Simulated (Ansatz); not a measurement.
MgO (wurtzite), relaxed with r2SCAN: 8 runs in Ansatz, each a construction of maximally localised Wannier functions. The symmetry is P6_3mc (No. 186, hexagonal); a = 3.288 Å, c = 5.034 Å in the conventional setting, 11.79 Å³ an atom. Mg has 4 O at 1.97–1.99 Å; O has 4 Mg at 1.97–1.99 Å. The cell comes from a prototype generator: it can be a known phase or a hypothetical one. Spin polarisation is off.

```
CELL_PARAMETERS angstrom
3.28822 0.00000 0.00000
-1.64411 2.84768 0.00000
0.00000 0.00000 5.03437
ATOMIC_POSITIONS crystal
Mg 0.33333 0.66667 0.99016
Mg 0.66667 0.33333 0.49016
O 0.33333 0.66667 0.38484
O 0.66667 0.33333 0.88484
```

Windows count from the top of the filled bands; a dash means that no such window was set (without an outer window there is no disentanglement). Rows marked drawn have settings drawn at random (some not listed).

| functional | SCF mesh | trial orbitals | functions | mesh | window (eV) | frozen (eV) | settings | Ω total (Å²) | Ω invariant (Å²) | largest spread (Å²) | least projectability | interpolation miss of the model's filled bands (eV, to the nearest computed level) |
| --- | --- | --- | --- | --- | --- | --- | --- | --- | --- | --- | --- | --- |
| PBE | 9×9×4 | O s, O p | 8 | 6×6×4 | – | – | chosen | 5.65 | 4.68 | 0.72 | 0.93 | 0.011 |
| PBE | 9×9×4 | O s, O p | 8 | 6×6×2 | – | – | chosen | 5.53 | 4.56 | 0.70 | 0.93 | 0.102 |
| PBE | 9×9×4 | O s, O p | 8 | 12×12×6 | – | – | chosen | 5.77 | 4.79 | 0.73 | 0.93 | 0.002 |
| PBE | 9×9×4 | O p | 6 | 6×6×4 | – | – | chosen | 5.53 | 5.49 | 0.93 | 0.91 | 0.010 |
| r2SCAN | 9×9×4 | O s, O p | 8 | 6×6×4 | – | – | chosen | 5.49 | 4.54 | 0.70 | 0.94 | 0.007 |
| r2SCAN | 9×9×4 | O p | 6 | 6×6×4 | – | – | chosen | 5.37 | 5.34 | 0.90 | 0.92 | 0.008 |
| HSE06 | 6×6×4 | O s, O p | 8 | 6×6×4 | – | – | chosen | 5.44 | 4.48 | 0.69 | 0.94 | – |
| PBE | 9×9×4 | O s, O p | 8 | 7×7×7 | – | – | drawn | 5.71 | 4.74 | 0.73 | 0.93 | 0.005 |

For O s, O p with PBE the spread goes 5.53 Å² (6×6×2), 5.65 Å² (6×6×4), 5.77 Å² (12×12×6): finite differences on a coarse mesh understate it.
